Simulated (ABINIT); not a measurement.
Crystal: Ti.

```xyz
1
Lattice="-1.6410 1.6410 1.6410 1.6410 -1.6410 1.6410 1.6410 1.6410 -1.6410" Properties=species:S:1:pos:R:3 pbc="T T T"
Ti    0.0000    0.0000    0.0000
```

This isn't the form of Ti at room conditions, which is hcp.

Base run:

| Quantity | Value |
| --- | --- |
| Program | ABINIT 10.8.3 (patched build) |
| Functional | LDA |
| Potentials or basis | JTH PAW LDA v2.0 |
| Cutoff | 408 eV |
| k mesh | 11 × 11 × 11 |
| Occupations | fermi-dirac, width 0.05 eV |
| Spin | no spin polarisation |

Its results: band gap on the k mesh none (metal or under the smearing width); pressure -10.7 GPa.

Problem. The run is repeated on the same cell with these changes: k mesh from 11 × 11 × 11 to 7 × 7 × 7. What comes out?

Solution. Band gap on the k mesh none (metal or under the smearing width); pressure -9.5 GPa.

Caveats: some runs use coarse meshes.
